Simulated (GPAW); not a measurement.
Runs of GPAW 26.7.0 on Pb. Symmetry: Fd-3m, No. 227, cubic system. Conventional cell: a = 6.878 Å, b = 6.878 Å, c = 6.878 Å, α = 90.00°, β = 90.00°, γ = 90.00°. Around Pb (site symmetry -43m) lie 4 Pb at 2.98 Å. This isn't the form of Pb at room conditions, which is fcc.

| task | level | potentials or basis | cell | band path | band points | gap on the mesh (eV) | pressure (GPa) | V0 of scaled cells (Å³/atom) | B0 (GPa) |
| --- | --- | --- | --- | --- | --- | --- | --- | --- | --- |
| single point | PBEsol | PAW data sets generated in the run's folder for this functional, pw | as given | - | - | none | 0.1 | - | - |
| equation of state | PBEsol | PAW data sets generated in the run's folder for this functional, pw | as given | - | - | - | - | (a) | 31 |
| equation of state | LDA | the program's PAW data sets (release 1.2.1) made for this functional, pw | as given | - | - | - | - | 39.39 | 34 |
| band structure | PBEsol | PAW data sets generated in the run's folder for this functional, pw | as given | GXWKGLUWLK,UX | 80 | - | 0.1 | - | - |
| single point | PBEsol | PAW data sets generated in the run's folder for this functional, pw | atoms moved at random, drawn with an rms of 0.05 Å | - | - | none | 0.3 | - | - |

Alike in all rows: no spin polarisation; k mesh 7 × 7 × 7; cutoff (eV) 600; smearing fermi-dirac 0.05 eV.

**Question.** Estimate the missing entries.

**Answer.** (a) 40.85.

Caveats: spin-orbit coupling is left out, which moves the levels of the heavy elements (some runs).

A k mesh can miss the band edges, and the runs leave out spin-orbit coupling on Pb.

A gap of «none» marks a metal or a gap under the smearing width.
